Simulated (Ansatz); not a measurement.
PtS₂ (started from an entry of an open crystallographic database) at its r2SCAN+rVV10 geometry, run in Ansatz 0.2.0 at 3 levels of theory. No magnetic order and no zero-point or thermal motion.

The HSE06+SOC input:
```yaml
crystal:
  lattice:
    - [3.5526240046, 0.0, 0.0]
    - [-1.7763120023, 3.0766626381, 0.0]
    - [0.0, 0.0, 5.1228330609]
  atoms:
    - { symbol: Pt, position: [0.0, 0.0, 0.0] }
    - { symbol: S, position: [0.3333333333, 0.6666666667, 0.2392541205] }
    - { symbol: S, position: [0.6666666667, 0.3333333333, 0.7607458795] }
kpoints:
  mp_grid: { grid: [6, 6, 4] }
  band_path:
    path:
      - [0.0, 0.0, 0.0]
      - [0.5, 0.0, 0.0]
      - [0.3333333333, 0.3333333333, 0.0]
      - [0.0, 0.0, 0.5]
      - [0.5, 0.0, 0.5]
      - [0.3333333333, 0.3333333333, 0.5]
      - [0.0, 0.169271, 0.1875]
      - [0.0, 0.28125, 0.299479]
      - [0.0, 0.25, 0.3333333333]
    npoints: 1
hamiltonian:
  xc: hse06
scf:
  occupations: { method: fermi_dirac, width: 0.02 }
  n_extra_bands: 8
magnetization:
  noncollinear: true
  spin_orbit: true
output:
  eigenvalues: true
```

Main results, then, where recorded, the levels near the gap in eV from the Fermi energy (columns number the bands from 0), one row a point of the path (Γ, M, K, A, L, H, (0, 0.169, 0.188), (0, 0.281, 0.299), (0, 1/4, 1/3)):
```
Crystal: 3 atoms, lattice volume = 55.994 Å³
Symmetry: 12 space group operations + 12 with time reversal
Magnetic group: BNS 164.86 (UNI 1316)
```
```
Basis set: ecut = 420 eV, 1079 PW (Γ)
Bands: 38, of which v1, the nominal top of the filled ones, is band 30 counted from 1 (29 counted from 0)
k-points: 24 of 144
Exchange kernel: α = 0.2500, screened, ω = 0.2079 Å⁻¹, Wigner–Seitz truncation, v(0) = 1045.7877 eV·Å³, q-mesh 6×6×4
hybrid outer 1: dexx = +1.775e-2 eV, tail = 4.55e-5 eV
hybrid outer 2: dexx = +1.663e-6 eV, tail = 5.02e-8 eV, Δε = 1.97e-3 eV
Free energy (F): -14343.186556 eV
Fermi energy:    10.879896 eV
```
```tsv
band_20	band_21	band_22	band_23	band_24	band_25	band_26	band_27	band_28	band_29	band_30	band_31	band_32	band_33	band_34	band_35
-5.144	-5.144	-3.223	-3.223	-1.993	-1.993	-1.746	-1.746	-0.694	-0.694	1.943	1.943	2.267	2.267	4.703	4.703
-5.087	-5.087	-4.296	-4.296	-4.255	-4.255	-4.061	-4.061	-3.400	-3.400	1.574	1.574	2.673	2.673	5.683	5.683
-5.561	-5.561	-5.042	-5.042	-3.737	-3.737	-2.646	-2.646	-2.468	-2.468	0.709	0.709	0.925	0.925	5.446	5.446
-5.172	-5.172	-3.530	-3.530	-2.207	-2.207	-2.158	-2.158	-1.993	-1.993	2.528	2.528	2.852	2.852	5.485	5.485
-5.122	-5.122	-4.366	-4.366	-3.781	-3.781	-3.762	-3.762	-2.311	-2.311	1.722	1.722	2.369	2.369	5.358	5.358
-5.531	-5.531	-4.830	-4.830	-4.707	-4.707	-3.189	-3.189	-3.050	-3.050	2.159	2.159	2.200	2.200	7.536	7.536
-5.464	-5.464	-3.965	-3.965	-2.459	-2.459	-1.890	-1.890	-0.785	-0.785	1.288	1.288	1.761	1.761	5.768	5.768
-5.515	-5.515	-4.396	-4.396	-2.622	-2.622	-2.219	-2.219	-1.150	-1.150	0.595	0.595	1.632	1.632	5.229	5.229
-5.544	-5.544	-4.302	-4.302	-2.392	-2.392	-2.087	-2.087	-1.125	-1.125	0.658	0.658	1.605	1.605	5.346	5.346
```

With HSE06+SOC the valence top lies at Γ and the conduction bottom at k = (0, 0.281, 0.299), 1.29 eV higher; the smallest vertical gap, at k = (0, 0.281, 0.299), is 1.75 eV.

PBE0. Against the first input these blocks differ (the band path and keys that only write files left aside):
```yaml
hamiltonian:
  xc: pbe0
scf:
  occupations: { method: fixed }
  n_extra_bands: 4
output:
  forces: true
  stress: true
  eigenvalues: true
```
(magnetization left out)

```
Basis set: ecut = 420 eV, 1079 PW (Γ)
Bands: 19, of which v1, the nominal top of the filled ones, is band 15 counted from 1 (14 counted from 0)
k-points: 24 of 144
hybrid outer 1: dexx = +3.034e-2 eV, tail = 5.36e-5 eV
hybrid outer 2: dexx = +1.209e-6 eV, tail = 4.57e-8 eV, Δε = 1.99e-3 eV, ΔF = 1.50e-3 eV/Å
Free energy (F): -14329.049629 eV
Fermi energy:    9.846264 eV
--- Forces (eV/Å), atoms counted from 1 ---
  atom   1  Pt      0.00000      0.00000      0.00000
  atom   2  S       0.00000      0.00000    -0.38321
  atom   3  S       0.00000      0.00000      0.38321
--- Stress (GPa, compression-positive) ---
       -1.483445       0.000000       0.000000
        0.000000      -1.483445       0.000000
        0.000000       0.000000      -0.133836
  P = ⅓ Tr σ = -1.0336 GPa (-10.336 kbar)
```
```tsv
band_10	band_11	band_12	band_13	band_14	band_15	band_16	band_17
-4.702	-2.719	-1.175	-1.175	0.000	3.432	3.432	6.162
-4.058	-3.864	-3.587	-3.512	-2.965	2.921	4.039	7.068
-5.225	-4.425	-3.024	-1.917	-1.917	2.109	2.109	6.837
-4.728	-2.910	-1.567	-1.421	-1.421	4.049	4.049	7.044
-4.060	-3.934	-3.478	-3.077	-1.646	3.090	3.682	6.756
-4.888	-4.365	-4.065	-2.571	-2.571	3.537	3.537	8.966
-4.917	-3.371	-1.796	-1.194	-0.094	2.618	3.043	7.250
-4.958	-3.789	-1.793	-1.626	-0.472	1.835	2.940	6.647
-4.995	-3.696	-1.605	-1.428	-0.452	1.892	2.909	6.778
```

PBE0 gives an indirect gap of 1.84 eV, from Γ to k = (0, 0.281, 0.299); the least direct gap is 2.31 eV at k = (0, 0.281, 0.299). With the atoms held, the mean pressure is -1.0 GPa (compression positive). The stress of a hybrid is loosely converged here.

**Question.** Another run on the same cell gave
```
Basis set: ecut = 500 eV, 1459 PW (Γ)
Bands: 19, of which v1, the nominal top of the filled ones, is band 15 counted from 1 (14 counted from 0)
k-points: 24 of 144
hybrid outer 1: dexx = +1.877e-2 eV, tail = 3.18e-5 eV
hybrid outer 2: dexx = +5.656e-7 eV, tail = 1.96e-8 eV, Δε = 1.96e-3 eV, ΔF = 2.31e-3 eV/Å
Free energy (F): -14345.722968 eV
Fermi energy:    9.723956 eV
--- Forces (eV/Å), atoms counted from 1 ---
  atom   1  Pt      0.00000      0.00000      0.00000
  atom   2  S       0.00000      0.00000    -0.43413
  atom   3  S       0.00000      0.00000      0.43413
--- Stress (GPa, compression-positive) ---
       -3.037777       0.000000       0.000000
        0.000000      -3.037777       0.000000
        0.000000       0.000000      -0.821769
  P = ⅓ Tr σ = -2.2991 GPa (-22.991 kbar)
```
```tsv
band_10	band_11	band_12	band_13	band_14	band_15	band_16	band_17
-4.863	-2.820	-1.199	-1.199	0.000	3.534	3.534	6.442
-4.232	-4.018	-3.655	-3.580	-3.035	3.018	4.156	7.274
-5.357	-4.594	-3.087	-1.986	-1.986	2.201	2.201	7.022
-4.890	-2.957	-1.599	-1.450	-1.450	4.164	4.164	7.342
-4.234	-4.073	-3.592	-3.135	-1.675	3.184	3.805	6.977
-4.996	-4.537	-4.145	-2.669	-2.669	3.642	3.642	9.227
-5.086	-3.471	-1.853	-1.227	-0.103	2.729	3.141	7.506
-5.133	-3.907	-1.850	-1.673	-0.492	1.932	3.035	6.868
-5.170	-3.809	-1.655	-1.470	-0.471	1.989	3.005	7.005
```
Which level of theory gave it?

**Answer.** It is r2SCAN0, judged by the exchange loop and the size of the gap (a near hybrid could fit too), on 6×6×4; the blocks that differ from the first input, but for the band path:
```yaml
hamiltonian:
  xc: r2scan0
scf:
  occupations: { method: fixed }
  n_extra_bands: 4
output:
  forces: true
  stress: true
  eigenvalues: true
```
(magnetization left out)
With r2SCAN0 the valence top lies at Γ and the conduction bottom at k = (0, 0.281, 0.299), 1.93 eV higher; the smallest vertical gap, at k = (0, 0.281, 0.299), is 2.42 eV. With the atoms held, the mean pressure is -2.3 GPa (compression positive). (The program warns that its thresholds are loose for a hybrid's stress.)

Totals of different functionals, or with and without spin-orbit coupling, can't be compared.

Only the levels marked +SOC include spin-orbit coupling.

The meshes of the hybrids are coarse, so their gaps aren't converged to the digits shown.
